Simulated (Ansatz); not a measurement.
**MgO (F-43m) at 3 levels of theory**

One geometry, relaxed with PBE; plane waves with PAW potentials in Ansatz, scalar-relativistic. No spin polarisation. Gaps are the least over mesh and band path; pressure is positive in compression.

Space group F-43m (No. 216). a = 4.612 Å, b = 4.612 Å, c = 4.612 Å, α = 90.00°, β = 90.00°, γ = 90.00°
| atom | site | symmetry | x | y | z |
| --- | --- | --- | --- | --- | --- |
| Mg | 4b | -43m | 0.5000 | 0.0000 | 0.0000 |
| O | 4d | -43m | 0.2500 | 0.2500 | 0.7500 |

```json
{"level": "PBE", "cutoff (eV)": "420", "k mesh": "8×8×8", "gap (eV)": "3.48", "pressure (GPa)": "0.0"}
```

Task: What comes out on the same cell with r2SCAN, PBEsol?

Result:
| level | cutoff (eV) | k mesh | gap (eV) | pressure (GPa) |
| --- | --- | --- | --- | --- |
| r2SCAN | 500 | 8×8×8 | 4.15 | -3.7 |
| PBEsol | 420 | 8×8×8 | 3.35 | -2.8 |

The cell was found from a structure generator's guess, not taken from experiment.
